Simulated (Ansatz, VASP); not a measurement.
# Two plane-wave programs on GaN

```
Ga N
1.0
     3.27806    0.00000    0.00000
    -1.63903    2.83888    0.00000
     0.00000    0.00000    5.02986
Ga N
2 2
Direct
  0.33333 0.66667 0.99919
  0.66667 0.33333 0.49919
  0.33333 0.66667 0.37581
  0.66667 0.33333 0.87581
```

Change from the starting cell: strain +0.030 along x and y, -0.030 along z, atoms carried along.

Alike in both runs: task single point; functional PBEsol; k mesh 12 × 12 × 6; occupations gaussian, width 0.05 eV; no spin polarisation.

```csv
,VASP,Ansatz
version,VASP 6.6.1,Ansatz 0.2.0
potentials or method,"VASP PAW PBE potentials, release 64 (Ga_d, N)","scalar-relativistic, plane waves, PAW"
plane-wave cutoff (eV),520,420
valence electrons in the cell,36,36
```

|  | VASP | Ansatz | Ansatz less VASP |
| --- | --- | --- | --- |
| gap on the k mesh at the Fermi level (eV) | 1.69 | 1.67 | -0.016 |
| least direct gap on the mesh (eV) | 1.69 | 1.67 | -0.016 |
| pressure (GPa) | -4.3 | -4.1 | +0.18 |
| largest component of the traceless stress (GPa) | 14.66 | 14.68 | +0.020 |
| rms of the force components (eV/Å) | 0.384 | 0.393 | +0.0092 |

Atom by atom the forces differ by 0.009 eV/Å (rms over components).

Caveats: the PAW data sets were made with another functional, which shifts forces and pressure a little (VASP).
